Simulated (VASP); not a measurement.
Set up this calculation in VASP 6.6.1, as the native input.

* Task: density of states
* Functional: PBE
* Potentials or basis: VASP PAW PBE potentials, release 64 (Sr_sv)
* Cutoff: 520 eV
* k mesh: 12 × 12 × 12
* Occupations: fermi-dirac, width 0.05 eV
* Spin: no spin polarisation
* Dipole correction: no
* k mesh for the DOS: 18 × 18 × 18
* Occupations for the DOS: tetrahedron
* Further INCAR settings: ALGO = Fast; EDIFF = 1e-06

The system is Sr.

```
Sr
1.0
    -2.42500    2.42500    2.42500
     2.42500   -2.42500    2.42500
     2.42500    2.42500   -2.42500
Sr
1
Direct
  0.00000 0.00000 0.00000
```

This isn't the form of Sr at room conditions, which is fcc.

These files were run (other wordings do the same):

POSCAR

```
Sr
1.0
   -2.4250000000      2.4250000000      2.4250000000
    2.4250000000     -2.4250000000      2.4250000000
    2.4250000000      2.4250000000     -2.4250000000
Sr
1
Direct
    0.0000000000      0.0000000000      0.0000000000
```

INCAR.step1

```
SYSTEM = Sr
PREC = Accurate ; ENCUT = 520
EDIFF = 1E-6 ; ISMEAR = -1
SIGMA = 0.05 ; LREAL = .FALSE.
LASPH = .TRUE. ; NELM = 100
ALGO = Fast ; ISIF = 2
LWAVE = .FALSE. ; LCHARG = .TRUE.
GGA = PE ; NBANDS = 11
```

KPOINTS.step1

```
regular mesh
0
G
  12 12 12
  0 0 0
```

INCAR.step2

```
SYSTEM = Sr
PREC = Accurate ; ENCUT = 520
EDIFF = 1E-6 ; ISMEAR = -5
SIGMA = 0.05 ; LREAL = .FALSE.
LASPH = .TRUE. ; NELM = 100
ALGO = Fast ; ISIF = 2
LWAVE = .FALSE. ; LCHARG = .FALSE.
GGA = PE ; LORBIT = 11
NEDOS = 2001 ; ICHARG = 11
```

KPOINTS.step2

```
regular mesh
0
G
  18 18 18
  0 0 0
```

Potentials or basis: VASP PAW PBE potentials, release 64 (Sr_sv).

Command:

```bash
$ cat potpaw_PBE.64/Sr_sv/POTCAR > POTCAR
$ cp INCAR.step1 INCAR
$ cp KPOINTS.step1 KPOINTS
$ mpirun -np 1 vasp_std > vasp.out
$ cp INCAR.step2 INCAR
$ cp KPOINTS.step2 KPOINTS
$ mpirun -np 1 vasp_std > vasp.out
```

Results of the run:

- Valence electrons inside the program's atomic spheres: Sr 7.90

Run time: 45 s on 1 thread of Intel(R) Xeon(R) Platinum 8375C CPU @ 2.90GHz (Ice Lake), with other jobs on the host, peak memory 0.26 GiB.
